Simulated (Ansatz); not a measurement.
Si2W, 3 atoms in the cell. The structure is tetragonal, space group I4/mmm (No. 139). The conventional cell has a = 3.214 Å, b = 3.214 Å, c = 7.830 Å, α = 90.00°, β = 90.00°, γ = 90.00°. W (site symmetry 4/mmm) has 10 Si at 2.62 Å as nearest neighbours. Around Si (site symmetry 4mm) lie 5 Si at 2.59 to 2.63 Å and 5 W at 2.62 Å. 

* Program: Ansatz 0.2.0
* Task: single point
* Functional: PBE
* Potentials or basis: Ansatz PAW
* Cutoff: 420 eV (not typed: the program's choice for these potentials)
* k mesh: 12 × 12 × 12
* Occupations: gaussian, width 0.022 eV
* Spin: no spin polarisation

Potentials or basis: Ansatz PAW.

Run with:

```console
$ ansatz run input.yaml --threads 2 --pin off --max-ram 5632MiB --backend cpu --events-out ev --progress --plain --runs-dir out
```

Hardware: 2 threads of Arm Neoverse V1, with other jobs on the host.

**Question.** How long does it take, and how much memory?

**Answer.** Run time: 3.4 s on 2 threads of Arm Neoverse V1, with other jobs on the host, peak memory 0.38 GiB. Counts: scf iterations 6, plane waves 793, k points 163, bands 15.
